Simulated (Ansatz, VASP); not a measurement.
One calculation of Pt, two programs

```
CELL_PARAMETERS angstrom
4.44584 0.00000 0.00000
-2.22292 3.85021 0.00000
0.00000 0.00000 2.64879
ATOMIC_POSITIONS crystal
Pt 0.00000 0.00000 0.00000
Pt 0.33333 0.66667 0.50000
Pt 0.66667 0.33333 0.50000
```

Alike in both runs: functional LDA; k mesh 8 × 8 × 12; occupations fermi-dirac, width 0.1 eV; no spin polarisation.

Ansatz relaxed the structure, and its values are those at the end. VASP's run is a single point on that final structure, the one shown.

```csv
,VASP,Ansatz
version,VASP 6.6.1,Ansatz 0.2.0
potentials or method,"VASP PAW LDA potentials, release 64 (Pt)","plane waves (420 eV) with PAW, scalar-relativistic"
plane-wave cutoff (eV),520,420
valence electrons in the cell,30,54
```

VASP gave:

* pressure (GPa): 0.7

Q: Estimate Ansatz's values.

A: Pressure (GPa): 0.0.

The two sets of potentials don't hold the same shells in valence. Ansatz warned: «pseudo_functional_mismatch».

The runs have no spin-orbit coupling, so splittings on Pt are missing.
